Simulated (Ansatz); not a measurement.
Runs of Ansatz 0.2.0 on Sn. Symmetry: Im-3m, No. 229, cubic system. The conventional cell has a = 3.789 Å, b = 3.789 Å, c = 3.789 Å, α = 90.00°, β = 90.00°, γ = 90.00°. Sn (site symmetry m-3m) has 8 Sn at 3.28 Å as nearest neighbours. This isn't the form of Sn at room conditions, which is tetragonal (white tin).

| task | level | cell | cutoff (eV) | gap on the mesh (eV) | relaxed volume (Å³/atom) |
| --- | --- | --- | --- | --- | --- |
| relaxation of cell and atoms | PBE0 | relaxed | 420 | none | 28.27 |
| single point | r2SCAN0 | as given | 500 | none | - |
| relaxation of cell and atoms | HSE06 | relaxed | 420 | none | (a) |
| relaxation of cell and atoms | HSEsol | relaxed | 420 | none | 28.57 |
| single point | PBEsol0 | as given | 420 | none | - |

Alike in all rows: potentials or basis Ansatz PAW; no spin polarisation; k mesh 5 × 5 × 5; smearing fermi-dirac 0.05 eV; the mesh is coarse, so values aren't converged.

Estimate the missing entries.

(a) 29.62.

Caveats: all runs use coarse meshes; the PAW data sets come from PBE, with cores solved anew for the run's functional, which leaves a small shift of forces and pressure; the plane-wave basis is chosen anew once the cell has moved, so the energies of steps on either side of that aren't comparable (some runs).

A k mesh can miss the band edges, and the runs leave out spin-orbit coupling on Sn.

A gap of «none» marks a metal or a gap under the smearing width.

Not every run made on this cell is shown here.
